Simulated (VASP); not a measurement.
# C (Fd-3m) in VASP: notebook, part 2 of 2

VASP 6.6.1. The steps go on from the part before.

**3. Born charges and dielectric tensor, LDA**

INCAR

```
ALGO = Normal
EDIFF = 1E-8
ENCUT = 520
IBRION = 8
ISIF = 2
ISMEAR = 0
LASPH = True
LCHARG = False
LEPSILON = True
LREAL = False
LWAVE = False
NELM = 100
NSW = 1
PREC = Accurate
SIGMA = 0.02
```

KPOINTS

```
k-points
0
Gamma
  14 14 14
```

POSCAR

```
C                                       
1.0
    0.0000000000      1.7679043440      1.7679043440
    1.7679043440     -0.0000000000      1.7679043440
    1.7679043440      1.7679043440     -0.0000000000
  C             
     2
Direct
     0.0000000000000000    0.0000000000000000    0.0000000000000000
     0.2500000000000000    0.2500000000000000    0.2500000000000000
```

Potentials or basis: VASP PAW LDA potentials, release 64 (C).

On the command line:

```console
> cat potpaw_LDA.64/C/POTCAR > POTCAR
> mpirun -np 1 vasp_std > vasp.out
```

OUTCAR:

```text
EDIFF = 1E-8
   ENCUT = 520
   IBRION = 8
   ISIF = 2
   ISMEAR = 0
   LASPH = True
   LEPSILON = True
   LREAL = False
   NELM = 100
   NSW = 1
   PREC = Accurate

 ion  position               nearest neighbor table
   1  0.000  0.000  0.000-   2 1.53   2 1.53   2 1.53   2 1.53
   2  0.250  0.250  0.250-   1 1.53   1 1.53   1 1.53   1 1.53

  LATTYP: Found a face centered cubic cell.
 ALAT       =     3.5358086880

  Lattice vectors:

 A1 = (   0.0000000000,   1.7679043440,   1.7679043440)
 A2 = (   1.7679043440,   0.0000000000,   1.7679043440)
 A3 = (   1.7679043440,   1.7679043440,   0.0000000000)

Analysis of symmetry for initial positions (statically):
=====================================================================
 Subroutine PRICEL returns:
 Original cell was already a primitive cell.

 Routine SETGRP: Setting up the symmetry group for a
 face centered cubic supercell.

 Subroutine GETGRP returns: Found 48 space group operations
 (whereof 24 operations were pure point group operations)
 out of a pool of 48 trial point group operations.

The static configuration has the point symmetry T_d .
 The point group associated with its full space group is O_h .

Analysis of symmetry for dynamics (positions and initial velocities):
=====================================================================
 Subroutine PRICEL returns:
 Original cell was already a primitive cell.

 Routine SETGRP: Setting up the symmetry group for a
 face centered cubic supercell.

 Subroutine GETGRP returns: Found 48 space group operations
 (whereof 24 operations were pure point group operations)
 out of a pool of 48 trial point group operations.

[... 518 lines left out ...]
  x    -0.00000    -0.00000    -0.00000     0.00000     0.00000     0.00000
  y     0.00000    -0.00000     0.00000     0.00000     0.00000     0.00000
  z     0.00000     0.00000     0.00000    -0.00000     0.00000     0.00000

 BORN EFFECTIVE CHARGES (including local field effects) (in |e|, cummulative output)
 ---------------------------------------------------------------------------------
 ion    1
    1    -0.00000    -0.00000     0.00000
    2    -0.00000    -0.00000    -0.00000
    3     0.00000     0.00000     0.00000
 ion    2
    1     0.00000     0.00000    -0.00000
    2     0.00000     0.00000     0.00000
    3    -0.00000    -0.00000    -0.00000

 INTERNAL STRAIN TENSOR FOR ION    2 for displacements in x,y,z  (eV/Angst):
          X           Y           Z          XY          YZ          ZX
  --------------------------------------------------------------------------------
  x    -0.00000    -0.00000    -0.00000     0.00000    -4.10038     0.00000
  y     0.00000    -0.00000     0.00000     0.00000     0.00000    -4.10038
  z    -0.00000    -0.00000    -0.00000    -4.10038     0.00000     0.00000

 SECOND DERIVATIVES (NOT SYMMETRIZED)
 ------------------------------------
               1X          1Y          1Z          2X          2Y          2Z
  1X   -38.565153    0.000000    0.000000   38.565153    0.000000    0.000000
  1Y     0.000000  -38.565153    0.000000    0.000000   38.565153    0.000000
  1Z     0.000000    0.000000  -38.565153    0.000000    0.000000   38.565153
  2X    38.565153    0.000000    0.000000  -38.565153    0.000000    0.000000
  2Y     0.000000   38.565153    0.000000    0.000000  -38.565153    0.000000
  2Z     0.000000    0.000000   38.565153    0.000000    0.000000  -38.565153

 Eigenvectors and eigenvalues of the dynamical matrix
 ----------------------------------------------------

   1 f  =   39.616278 THz   248.916417 2PiTHz 1321.456798 cm-1   163.839688 meV
             X         Y         Z           dx          dy          dz
      0.000000  0.000000  0.000000     0.000000   -0.707107    0.000000
      0.883952  0.883952  0.883952     0.000000    0.707107    0.000000
[... 21 lines left out ...]
   6 f  =    0.000000 THz     0.000000 2PiTHz    0.000000 cm-1     0.000000 meV
             X         Y         Z           dx          dy          dz
      0.000000  0.000000  0.000000     0.000000    0.000000    0.707107
      0.883952  0.883952  0.883952     0.000000    0.000000    0.707107

--------------------------------------------------------------------------------------------------------

 MACROSCOPIC STATIC DIELECTRIC TENSOR IONIC CONTRIBUTION
 ------------------------------------------------------
           0.000000     0.000000    -0.000000
           0.000000     0.000000    -0.000000
          -0.000000    -0.000000     0.000000
 ------------------------------------------------------

 ELASTIC MODULI CONTR FROM IONIC RELAXATION (kBar)
 Direction    XX          YY          ZZ          XY          YZ          ZX
 --------------------------------------------------------------------------------
 XX          -0.0000     -0.0000     -0.0000     -0.0000     -0.0000      0.0000
 YY          -0.0000     -0.0000     -0.0000     -0.0000     -0.0000     -0.0000
 ZZ          -0.0000     -0.0000     -0.0000     -0.0000     -0.0000      0.0000
 XY          -0.0000     -0.0000     -0.0000    -63.2058      0.0000      0.0000
 YZ          -0.0000     -0.0000     -0.0000      0.0000    -63.2058      0.0000
 ZX           0.0000     -0.0000      0.0000      0.0000      0.0000    -63.2058
 --------------------------------------------------------------------------------

 PIEZOELECTRIC TENSOR IONIC CONTR  for field in x, y, z        (C/m^2)
          XX          YY          ZZ          XY          YZ          ZX
  --------------------------------------------------------------------------------
  x    -0.00000    -0.00000    -0.00000     0.00000    -0.00000    -0.00000
  y     0.00000    -0.00000     0.00000    -0.00000    -0.00000    -0.00000
  z     0.00000     0.00000     0.00000     0.00000     0.00000     0.00000
```

stdout:

```text
POSCAR found type information on POSCAR C
 POSCAR found :  1 types and       2 ions
 scaLAPACK will be used
 LDA part: xc-table for (Slater(with rela. corr.)+CA(PZ))
 , standard interpolation
 POSCAR, INCAR and KPOINTS ok, starting setup
 FFT: planning ... GRIDC
 FFT: planning ... GRID_SOFT
 FFT: planning ... GRID
[... 21 lines left out ...]
 Linear response to external field, progress :
  Direction:   2
 dielectric tensor                  component  2 :     1.185     5.766     0.074
 Linear response to external field, progress :
  Direction:   3
 dielectric tensor                  component  3 :     0.245     0.971     5.766
 Linear response DOF=           1
 Linear response progress:
 first order change of Fermi-energy   0.14478E-03
 force on displaced ion       1 direction 1 : -38.565   0.000   0.000
 Born effective charge ion    1 direction 1 :   0.000   0.000   0.000
 Born effective charges drift removed
 Linear response finished
```

Wall time 1.9 min (1 thread of AMD EPYC 7R13 (Zen 3), shared host); peak memory 0.16 GiB.

Results:

```
Band gap on the k mesh                  : 4.16 eV, indirect (least direct gap 5.62 eV)
Electronic dielectric tensor (diagonal) : 5.77
Born charges (mean of the diagonal)     : C +0.00 e
Highest phonon frequency at Γ           : 1321 cm⁻¹
```

Phonon frequencies in cm⁻¹ (negative: imaginary):
| q point | frequencies |
| --- | --- |
| (0.000, 0.000, 0.000) | 0 0 0 1321 1321 1321 |

Electronic dielectric tensor:
```
5.77 0.00 0.00
0.00 5.77 0.00
0.00 0.00 5.77
```

Born effective charge tensors (e):
atom 1, C
```
0.00 0.00 0.00
0.00 0.00 0.00
0.00 0.00 0.00
```
atom 2, C
```
0.00 0.00 0.00
0.00 0.00 0.00
0.00 0.00 0.00
```
